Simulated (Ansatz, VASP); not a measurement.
**One calculation of CoSi2, two programs**

```
Co Si
1.0
     0.00000    2.64360    2.64360
     2.64360    0.00000    2.64360
     2.64360    2.64360    0.00000
Co Si
1 2
Direct
  0.00000 0.00000 0.00000
  0.25000 0.25000 0.25000
  0.75000 0.75000 0.75000
```

Alike in both runs: task single point; functional PBE; k mesh 12 × 12 × 12; occupations gaussian, width 0.05 eV; no spin polarisation.

|  | VASP | Ansatz |
| --- | --- | --- |
| version | VASP 6.6.1 | Ansatz 0.2.0 |
| potentials or method | VASP PAW PBE potentials, release 64 (Co, Si) | scalar-relativistic, plane waves, PAW |
| plane-wave cutoff (eV) | 520 | 420 |
| valence electrons in the cell | 17 | 25 |

|  | VASP | Ansatz | Ansatz less VASP |
| --- | --- | --- | --- |
| gap on the k mesh at the Fermi level (eV) | none | none | - |
| pressure (GPa) | 7.9 | 8.0 | +0.15 |

A gap of «none» marks a metal or a gap that the smearing closes. The two sets of potentials don't hold the same shells in valence.

Spin polarisation is off, so any magnetic state and its effect on volume and gap are missing.
